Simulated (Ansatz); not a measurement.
# The honeycomb AlP bilayer (AB) under a gate

Aim: charge, voltage and capacitance of the honeycomb AlP bilayer (AB) in a field-effect set-up.

Method: plane-wave DFT, PBE-D3(BJ), Ansatz PAW, in Ansatz 0.2.0.

Report form: the programs' logs are mostly left out.

## Step 1: The structure

The cell holds 4 atoms: 2 P and 2 Al. Cell: a = 3.940 Å, b = 3.940 Å, c = 38.400 Å, α = 90.0°, β = 90.0°, γ = 120.0°. Regions: layer 1: honeycomb AlP, 2 atoms (1 P and 1 Al); layer 2: honeycomb AlP, 2 atoms (1 P and 1 Al). Vacuum lies along c.

As a file:

```cif
data_structure
_symmetry_space_group_name_H-M 'P 1'
_symmetry_Int_Tables_number 1
_cell_length_a 3.9400
_cell_length_b 3.9400
_cell_length_c 38.4000
_cell_angle_alpha 90.000
_cell_angle_beta 90.000
_cell_angle_gamma 120.000
_cell_volume 516.24
loop_
_atom_site_label
_atom_site_type_symbol
_atom_site_fract_x
_atom_site_fract_y
_atom_site_fract_z
_atom_site_occupancy
P1 P 0.66667 0.33333 0.45182 1
Al2 Al 0.33333 0.66667 0.45964 1
P3 P 0.00000 0.00000 0.54036 1
Al4 Al 0.66667 0.33333 0.54818 1
```

## Step 2: Relaxation

The starting cell is a guess, so the in-plane lattice and the atoms are relaxed first, with the slab cut off from its images along the normal.

Contents of input.yaml:

```yaml
crystal:
  lattice:
    - [3.94, 0.0, 0.0]
    - [-1.97, 3.4121400909, 0.0]
    - [0.0, 0.0, 38.3999999991]
  atoms:
    - { symbol: P, position: [0.6666666667, 0.3333333333, 0.4518229167] }
    - { symbol: Al, position: [0.3333333333, 0.6666666667, 0.4596354167] }
    - { symbol: P, position: [0.0, 0.0, 0.5403645833] }
    - { symbol: Al, position: [0.6666666667, 0.3333333333, 0.5481770833] }
  periodic: [true, true, false]
kpoints:
  mp_grid: { grid: [12, 12, 1] }
hamiltonian:
  xc: pbe
  dispersion: d3bj
scf:
  occupations: { method: fermi_dirac, width: 0.05 }
  convergence: { dr2_threshold: 1.0e-09 }
relax:
  f_tol: 0.004
  max_steps: 90
  cell: {}
output:
  write_potential: true
  write_density: true
  volumetric_format: npy
```

On the command line:

```sh
$ ansatz run input.yaml --threads 4 --pin off --max-ram 16384MiB --backend cpu --events-out ev --progress --plain --runs-dir out
```

Run time: 47 s. Hardware: 4 threads of Arm Neoverse V1, shared host; peak memory 0.69 GiB.

Step by step:

```csv
step,energy less that of the first step (eV),largest force component (eV/Å),volume (Å³)
1,0.0000,0.3382,516.24
2,-0.0235,0.4589,512.59
3,-0.0756,0.4477,513.34
4,-0.2055,0.5540,513.56
5,-0.3663,0.4052,512.16
6,-0.4457,0.4338,506.92
7,-0.4910,0.4228,497.59
8,-0.5047,0.2352,496.20
9,-0.5151,0.0750,489.56
10,-0.5165,0.0293,492.38
11,-0.5166,0.0195,492.91
12,-0.5167,0.0005,492.59
13*,-0.5162,0.0004,492.59
```

Relaxation steps marked * repeat the geometry before them on a plane-wave basis chosen anew for their cell, so energy and pressure can jump there.

The run keeps the 6 symmetry operations that it works with, so distortions that break them were not tested.

```csv
cell as run,before,after,change
a (Å),3.940,3.849,-2.3 %
b (Å),3.940,3.849,-2.3 %
```

The atoms that moved most (Å, along periodic axes as changes of fractional coordinates times the final cell, across vacuum about the mean position):

```csv
atom,dx,dy,dz,length
Al4,0.000,0.000,-0.864,0.864
Al2,0.000,0.000,0.532,0.532
P1,0.000,0.000,0.181,0.181
P3,0.000,0.000,0.152,0.152
```

Final coordinates:

```xyz
4
Lattice="3.8487 0.0000 0.0000 -1.9243 3.3331 0.0000 0.0000 0.0000 38.4000" Properties=species:S:1:pos:R:3
P     1.9243    1.1110   17.5306
Al    0.0000    2.2220   18.1817
P     0.0000    0.0000   20.9016
Al    1.9243    1.1110   20.1861
```

The lattice constant a goes from 3.940 to 3.849 Å.

## Step 3: Gated layer, added electrons 0, start network

The slab is cut off from its images along the normal. A charged sheet stands for each gate, the layer takes the opposite charge, and a barrier ahead of the sheet keeps electrons from leaking to it. The uncharged case sets the zero; a dense mesh is needed because few carriers fill a small part of the zone.

The cell differs from the one that the last finished run ended in (c 38.400 → 37.071 Å).

Contents of input.yaml:

```yaml
crystal:
  lattice:
    - [3.8486900936, 0.0, 0.0]
    - [-1.9243450468, 3.3330633923, 0.0]
    - [0.0, 0.0, 37.0709155088]
  atoms:
    - { symbol: P, position: [0.6666666667, 0.3333333333, 0.454534229] }
    - { symbol: Al, position: [0.3333333333, 0.6666666667, 0.4720966231] }
    - { symbol: P, position: [0.0, 0.0, 0.545465771] }
    - { symbol: Al, position: [0.6666666667, 0.3333333333, 0.5261669041] }
  periodic: [true, true, false]
  symmetry: { detect: true }
kpoints:
  mp_grid: { grid: [72, 72, 1] }
  band_path:
    path: [[0, 0, 0], [0.5, 0, 0], [0.33333333, 0.33333333, 0], [0, 0, 0]]
    npoints: 16
hamiltonian:
  xc: pbe
  dispersion: d3bj
scf:
  occupations: { method: fermi_dirac, width: 0.02585 }
  convergence: { dr2_threshold: 1.0e-10 }
output:
  forces: true
  eigenvalues: true
  dos: { projected: true, e_range: [-3, 3], de: 0.01 }
  write_potential: true
  write_density: true
  volumetric_format: npy
  elf: true
external_charges:
  - { charge: 0, barrier: 10, axis: 3, height: 23.721, sigma: 0.25 }
```

Elapsed: 1.9 min, on 4 threads; peak memory 2.9 GiB; 7.6 min of CPU time.

This step gave:

```
gap along the path                                                                  : 0.8919 eV
smallest direct gap along the path                                                  : 1.334 eV
gap, the smaller of path and mesh                                                   : 0.8919 eV
potential beyond the upper barrier and gate, less the barrier, from the Fermi level : 5.814 eV
```

Running mean over a fixed 2.5 Å (it still follows the layers) of the planar mean; beyond a gate it holds the 10 eV model barrier. Table of electron's electrostatic potential energy less the Fermi level by z:

```csv
z (Å),electron's electrostatic potential energy less the Fermi level (eV)
4,5.05
5,5.05
6,5.05
7,5.05
8,5.05
9,5.05
10,5.05
11,5.05
12,5.05
13,5.05
14,4.99
15,4.06
16,-1.34
17,-4.94
18,-4.66
19,-4.19
20,-4.40
21,-0.874
22,4.64
23,7.90
24,11.9
25,15.4
26,15.8
27,15.8
28,15.8
29,15.8
30,15.8
31,15.8
32,15.8
33,15.8
```

The density of states has structure finer than the step of the table below, so its rows give means over 0.2 eV, whole bins alone (the curve runs from -3 to 2.41 eV). Peaks (eV: height): -2.86: 5.35, -2.64: 5.83, -2.02: 3.67, -0.80: 4.02, -0.62: 10.1, -0.59: 9.36, 1.13: 3.44.

Table of density of states by energy, zero at the Fermi level of the run, which the smearing sets inside the gap; means over each step:

```csv
energy (eV),density of states (states/eV a cell)
-2.8,3.17
-2.6,4.21
-2.4,2.89
-2.2,2.30
-2.0,3.03
-1.8,1.83
-1.6,1.87
-1.4,1.62
-1.2,1.03
-1.0,1.44
-0.8,3.44
-0.6,6.79
-0.4,0.666
-0.2,0
0.0,0
0.2,0
0.4,0.265
0.6,0.667
0.8,0.740
1.0,1.45
1.2,1.92
1.4,1.10
1.6,0.876
1.8,0.755
2.0,0.670
2.2,0.717
```

Projected DOS per atom over height of the atomic layer and energy from the Fermi level. Layers: P Al Al P from below.

Values in states/eV, 22 rows by 4 columns, each cell a mean:
```
0.25 0.50 0.15 0.12
0.15 0.27 0.11 0.10
0.15 0.31 0.11 0.14
0.16 0.41 0.10 0.20
0.21 0.65 0.11 0.33
0.25 0.89 0.12 0.45
0.13 0.30 0.10 0.16
0.11 0.25 0.10 0.13
0.01 0.02 0.01 0.01
0.00 0.00 0.00 0.00
0.00 0.00 0.00 0.00
0.53 0.02 0.05 1.12
1.47 0.19 0.28 3.71
0.44 0.16 0.20 1.36
0.15 0.03 0.18 0.62
0.38 0.08 0.31 0.86
0.60 0.16 0.30 0.71
1.04 0.21 0.43 0.71
1.15 0.27 0.46 0.69
1.26 0.31 0.49 0.70
1.50 0.54 0.77 1.10
0.97 0.46 0.50 0.77
```
Columns: height of the atomic layer (Å) from 16.9 to 20.2 (not evenly spaced); rows upwards: energy from the Fermi level (eV) from -2.98 to 2.37.

The electronic bands at the labelled points (eV, zero at the Fermi level of the run, which the smearing sets inside the gap):

```csv
point,band 5,band 6,band 7,band 8,band 9,band 10,band 11,band 12
Γ,-1.45,-0.93,-0.51,-0.51,2.08,2.71,3.63,3.63
halfway,-2.64,-2.22,-1.04,-0.62,1.48,2.94,3.64,4.82
M,-2.73,-2.33,-1.47,-1.03,0.42,2.34,3.15,4.14
halfway,-3.71,-2.73,-2.03,-0.77,1.11,3.34,3.70,4.39
K,-4.30,-3.56,-1.87,-0.62,0.96,3.63,4.41,5.78
halfway,-3.06,-2.37,-1.78,-0.52,2.02,3.58,3.94,4.18
Γ,-1.45,-0.93,-0.51,-0.51,2.08,2.71,3.63,3.63
```

ELF in the ca plane at fractional y = 0.333, with atoms of P and Al within 0.2 Å of it. It is the smooth field of the valence electrons, not physical close to the nuclei.

Ten even steps from '0' (0.00) to '9' (0.90), each cell a mean:
```
00000000000000013578999864457887532000000000
00000000000000136899867876422355310000000000
00000000000000247999302777501012200000000000
00000000000000247999301787501002100000000000
00000000000000136899857876421244310000000000
00000000000000014689999864456887531000000000
00000000000000001246788753357887653100000000
00000000000000000012344332346777765310000000
00000000000000000001233322346777765310000000
00000000000000000235677643357887754210000000
```
Columns run along c (16.0 Å, from fractional 0.25 to 0.68 of the cell), rows up along a (3.8 Å). Atoms in or near the plane, at fractional coordinates: P at (0.45, 0.67), Al at (0.53, 0.67).

Electrostatic potential energy in the ca plane at fractional y = 0.333, with atoms of P and Al within 0.2 Å of it. With pseudopotentials it is smooth inside the atoms' cores, unlike the true potential.

Ten even steps from '0' (-29 eV) to '9' (10 eV), each cell a mean:
```
77777777777777777766444566544456677777778999
77777777777777777663000355411125677777778999
77777777777777777651000145224313667777778999
77777777777777777650000145224313667777778999
77777777777777777653000355311124667777778999
77777777777777777765434566543346677777778999
77777777777777777766655556665556677777778999
77777777777777777776655455666555667777778999
77777777777777777776655455666555667777778999
77777777777777777766655556666556677777778999
```
Columns run along c (16.0 Å, from fractional 0.25 to 0.68 of the cell; values clipped at the 3rd and 97th percentile), rows up along a (3.8 Å). Atoms in or near the plane, at fractional coordinates: P at (0.45, 0.67), Al at (0.53, 0.67).

Valence density in the ca plane at fractional y = 0.333, with atoms of P and Al within 0.2 Å of it. It is the smooth field of the valence electrons, not physical close to the nuclei.

Ten even steps from '0' (0.00 e/Å³) to '9' (0.69 e/Å³), each cell a mean:
```
00000000000000000013576432223432100000000000
00000000000000000136999743222232100000000000
00000000000000000148636853211111100000000000
00000000000000000148626963210111100000000000
00000000000000000137999843221222100000000000
00000000000000000013687532223332100000000000
00000000000000000001234321123443210000000000
00000000000000000000122211123443210000000000
00000000000000000000122211123443210000000000
00000000000000000001233321123443210000000000
```
Columns run along c (16.0 Å, from fractional 0.25 to 0.68 of the cell), rows up along a (3.8 Å). Atoms in or near the plane, at fractional coordinates: P at (0.45, 0.67), Al at (0.53, 0.67).

The gap, the smaller of path and mesh, is 0.892 eV.

## Step 4: Gated layer, added electrons 1×10¹³ per cm²

Edit input.yaml of step 3 so:

```diff
@@ -12,2 +12,3 @@
   symmetry: { detect: true }
+total_charge: -0.012828
 kpoints:
@@ -26,3 +27,2 @@
   eigenvalues: true
-  dos: { projected: true, e_range: [-3, 3], de: 0.01 }
   write_potential: true
@@ -30,4 +30,4 @@
   volumetric_format: npy
-  elf: true
 external_charges:
   - { charge: 0, barrier: 10, axis: 3, height: 23.721, sigma: 0.25 }
+  - { charge: 0.012828, axis: 3, height: 25.221, sigma: 0.5 }
```

Elapsed: 2.3 min, on 4 threads; peak memory 3 GiB; 9 min of CPU time.

This step gave:

```yaml
energy_at_zero_smearing: -2588.1501 eV
potential_beyond_the_upper_barrier_and_gate_less_the_barrier_from_the_fermi_level: 4.697 eV
```

The electronic bands at the labelled points (eV, zero at the Fermi level):

```csv
point,band 5,band 6,band 7,band 8,band 9,band 10,band 11,band 12
Γ,-1.86,-1.37,-0.94,-0.94,1.66,2.28,3.22,3.22
halfway,-3.07,-2.63,-1.46,-1.05,1.06,2.52,3.22,4.38
M,-3.15,-2.75,-1.90,-1.46,0.00,1.92,2.72,3.71
halfway,-4.13,-3.15,-2.45,-1.20,0.68,2.92,3.27,3.96
K,-4.71,-3.99,-2.30,-1.05,0.54,3.19,3.98,5.37
halfway,-3.48,-2.80,-2.20,-0.96,1.60,3.16,3.53,3.76
Γ,-1.86,-1.37,-0.94,-0.94,1.66,2.28,3.22,3.22
```

Against the uncharged case this takes +1.12 V.

## Step 5: Gated layer, added electrons 3×10¹³ per cm²

Edit input.yaml of step 4 so:

```diff
@@ -12,3 +12,3 @@
   symmetry: { detect: true }
-total_charge: -0.012828
+total_charge: -0.038484
 kpoints:
@@ -32,2 +32,2 @@
   - { charge: 0, barrier: 10, axis: 3, height: 23.721, sigma: 0.25 }
-  - { charge: 0.012828, axis: 3, height: 25.221, sigma: 0.5 }
+  - { charge: 0.038484, axis: 3, height: 25.221, sigma: 0.5 }
```

The job ended after 2.2 min (4 threads; peak memory 3 GiB).

Against the uncharged case this takes +2.55 V.

## Step 6: Gated layer, added electrons 6×10¹³ per cm²

Edit input.yaml of step 5 so:

```diff
@@ -12,3 +12,3 @@
   symmetry: { detect: true }
-total_charge: -0.038484
+total_charge: -0.076968
 kpoints:
@@ -32,2 +32,2 @@
   - { charge: 0, barrier: 10, axis: 3, height: 23.721, sigma: 0.25 }
-  - { charge: 0.038484, axis: 3, height: 25.221, sigma: 0.5 }
+  - { charge: 0.076968, axis: 3, height: 25.221, sigma: 0.5 }
```

The job ended after 2.2 min (4 threads; peak memory 3 GiB; 8.7 min of CPU time).

The electronic bands at the labelled points (eV, zero at the Fermi level):

```csv
point,band 5,band 6,band 7,band 8,band 9,band 10,band 11,band 12
Γ,-1.95,-1.57,-1.07,-1.07,1.55,2.12,3.13,3.13
halfway,-3.21,-2.72,-1.59,-1.24,0.96,2.40,3.07,4.21
M,-3.23,-2.87,-2.02,-1.62,-0.12,1.80,2.56,3.55
halfway,-4.22,-3.28,-2.57,-1.38,0.56,2.81,3.12,3.80
K,-4.80,-4.11,-2.41,-1.24,0.43,3.02,3.84,5.28
halfway,-3.60,-2.91,-2.33,-1.14,1.49,3.03,3.43,3.63
Γ,-1.95,-1.57,-1.07,-1.07,1.55,2.12,3.13,3.13
```

Against the uncharged case this takes +4.65 V.

## Step 7: Gated layer, added electrons 10×10¹³ per cm²

Edit input.yaml of step 6 so:

```diff
@@ -12,3 +12,3 @@
   symmetry: { detect: true }
-total_charge: -0.076968
+total_charge: -0.128279
 kpoints:
@@ -32,2 +32,2 @@
   - { charge: 0, barrier: 10, axis: 3, height: 23.721, sigma: 0.25 }
-  - { charge: 0.076968, axis: 3, height: 25.221, sigma: 0.5 }
+  - { charge: 0.128279, axis: 3, height: 25.221, sigma: 0.5 }
```

The job ended after 2.2 min (4 threads; peak memory 3 GiB; 8.8 min of CPU time).

Against the uncharged case this takes +7.36 V.

## Step 8: Gated layer, added electrons -1×10¹³ per cm²

Edit input.yaml of step 7 so:

```diff
@@ -12,3 +12,3 @@
   symmetry: { detect: true }
-total_charge: -0.128279
+total_charge: 0.012828
 kpoints:
@@ -32,2 +32,2 @@
   - { charge: 0, barrier: 10, axis: 3, height: 23.721, sigma: 0.25 }
-  - { charge: 0.128279, axis: 3, height: 25.221, sigma: 0.5 }
+  - { charge: -0.012828, axis: 3, height: 25.221, sigma: 0.5 }
```

Wall time 2.2 min (4 threads); peak memory 2.9 GiB.

Electronic bands along the path, in eV, zero at the Fermi level:

```csv
point,band 5,band 6,band 7,band 8,band 9,band 10,band 11,band 12
Γ,-1.05,-0.52,-0.11,-0.11,2.49,3.12,4.04,4.04
halfway,-2.23,-1.81,-0.63,-0.20,1.89,3.35,4.05,5.23
M,-2.33,-1.93,-1.07,-0.62,0.83,2.75,3.56,4.56
halfway,-3.31,-2.32,-1.62,-0.36,1.51,3.75,4.11,4.80
K,-3.90,-3.15,-1.47,-0.20,1.37,4.04,4.82,6.19
halfway,-2.65,-1.97,-1.37,-0.11,2.42,3.99,4.35,4.59
Γ,-1.05,-0.52,-0.11,-0.11,2.49,3.12,4.04,4.04
```

Against the uncharged case this takes -1.09 V.

## Step 9: Gated layer, added electrons -3×10¹³ per cm²

Edit input.yaml of step 8 so:

```diff
@@ -12,3 +12,3 @@
   symmetry: { detect: true }
-total_charge: 0.012828
+total_charge: 0.038484
 kpoints:
@@ -32,2 +32,2 @@
   - { charge: 0, barrier: 10, axis: 3, height: 23.721, sigma: 0.25 }
-  - { charge: -0.012828, axis: 3, height: 25.221, sigma: 0.5 }
+  - { charge: -0.038484, axis: 3, height: 25.221, sigma: 0.5 }
```

Elapsed: 2 min, on 4 threads; peak memory 2.9 GiB.

Against the uncharged case this takes -2.50 V.

## Step 10: Gated layer, added electrons -6×10¹³ per cm²

Edit input.yaml of step 9 so:

```diff
@@ -12,3 +12,3 @@
   symmetry: { detect: true }
-total_charge: 0.038484
+total_charge: 0.076968
 kpoints:
@@ -27,2 +27,3 @@
   eigenvalues: true
+  dos: { projected: true, e_range: [-3, 3], de: 0.01 }
   write_potential: true
@@ -30,4 +31,5 @@
   volumetric_format: npy
+  elf: true
 external_charges:
   - { charge: 0, barrier: 10, axis: 3, height: 23.721, sigma: 0.25 }
-  - { charge: -0.038484, axis: 3, height: 25.221, sigma: 0.5 }
+  - { charge: -0.076968, axis: 3, height: 25.221, sigma: 0.5 }
```

The job ended after 2.2 min (4 threads; peak memory 2.9 GiB).

The density of states has structure finer than the step of the table below, so its rows give means over 0.2 eV, whole bins alone (the curve runs from -3 to 2 eV). Peaks (eV: height): -2.43: 4.61, -2.22: 5.61, -1.92: 4.06, -1.61: 4.02, -0.14: 9.99, 1.56: 3.59.

Table of density of states by energy, zero at the Fermi level; means over each step:

```csv
energy (eV),density of states (states/eV a cell)
-2.8,1.54
-2.6,1.92
-2.4,3.04
-2.2,4.18
-2.0,3.03
-1.8,2.25
-1.6,3.07
-1.4,1.87
-1.2,1.83
-1.0,1.65
-0.8,1.05
-0.6,1.11
-0.4,2.68
-0.2,6.19
0.0,2.50
0.2,0
0.4,0
0.6,0
0.8,0.168
1.0,0.666
1.2,0.728
1.4,1.27
1.6,2.06
1.8,1.16
```

Against the uncharged case this takes -4.60 V.

## Step 11: Gated layer, added electrons -10×10¹³ per cm²

Edit input.yaml of step 10 so:

```diff
@@ -12,3 +12,3 @@
   symmetry: { detect: true }
-total_charge: 0.076968
+total_charge: 0.128279
 kpoints:
@@ -34,2 +34,2 @@
   - { charge: 0, barrier: 10, axis: 3, height: 23.721, sigma: 0.25 }
-  - { charge: -0.076968, axis: 3, height: 25.221, sigma: 0.5 }
+  - { charge: -0.128279, axis: 3, height: 25.221, sigma: 0.5 }
```

It took 2.3 min on 4 threads; peak memory 2.9 GiB.

The density of states has structure finer than the step of the table below, so its rows give means over 0.2 eV, whole bins alone (the curve runs from -3 to 1.99 eV). Peaks (eV: height): -2.43: 5.05, -2.22: 6.10, -1.63: 4.54, -0.10: 9.27, 1.56: 3.12.

Density of states against energy, zero at the Fermi level; means over each step:

```csv
energy (eV),density of states (states/eV a cell)
-2.8,1.56
-2.6,1.93
-2.4,3.09
-2.2,4.32
-2.0,2.87
-1.8,2.30
-1.6,3.13
-1.4,1.77
-1.2,1.83
-1.0,1.56
-0.8,1.04
-0.6,1.06
-0.4,2.35
-0.2,5.51
0.0,3.23
0.2,0
0.4,0
0.6,0
0.8,0.191
1.0,0.671
1.2,0.733
1.4,1.30
1.6,2.01
1.8,1.15
```

Against the uncharged case this takes -7.43 V.

## Step 12: The series together

This step: plane-wave DFT, PBE-D3(BJ), Ansatz PAW; charging by gates (Ansatz 0.2.0).

The potential behind each gate is read from every run and counted from the uncharged case.

Voltage on the gate against the layer's Fermi level, from the uncharged case. Table of gate voltage by added electrons:

```csv
added electrons (10¹³ per cm²),gate voltage (V)
-10.00,-7.43
-6.00,-4.60
-3.00,-2.50
-1.00,-1.09
0.00,0
1.00,1.12
3.00,2.55
6.00,4.65
10.00,7.36
```

Charge step over voltage step between neighbouring densities. Total capacitance against added electrons:

```csv
added electrons (10¹³ per cm²),total capacitance (µF/cm²)
-8.00,2.26
-4.50,2.29
-2.00,2.29
-0.50,1.46
0.50,1.43
2.00,2.24
4.50,2.29
8.00,2.36
```

Work function of the face away from the gate. The work function of the far face by added electrons:

```csv
added electrons (1e13 /cm²),work function of the far face (eV)
-10.00,5.40
-6.00,5.44
-3.00,5.46
-1.00,5.45
0.00,5.05
1.00,4.63
3.00,4.58
6.00,4.52
10.00,4.45
```

By hand: 10¹³ electrons per cm² are 0.001 e/Å², which by Gauss's law end a field of 0.181 V/Å. At 10×10¹³ holes per cm² the field towards a gate is 1.810 V/Å, which over the 5 Å from the outer atoms would drop 9.05 V; the run needs 7.43 V.

(Continued in part 2 of 2.)

[Logs are printed without paths, hosts, clocks, repeated set-up lines and the standing remarks that a program may print on its own settings, such as how far it seeks lower states.]

[Hosts, paths, dates, database ids (printed as entryN), source tags and the programs' standing remarks are cut or masked in the printed files.]

[Maps of the electrostatic potential energy from Ansatz leave out the sawtooth potential of an applied field or a dipole correction, so their vacuum need not be flat; planar profiles and work functions include it.]

[The density of states shown here was stored with 400 of the rows of the run's finer table, so its peaks can read low, often by over a quarter, or be missed, and its means over a window can be off by a tenth or more.]
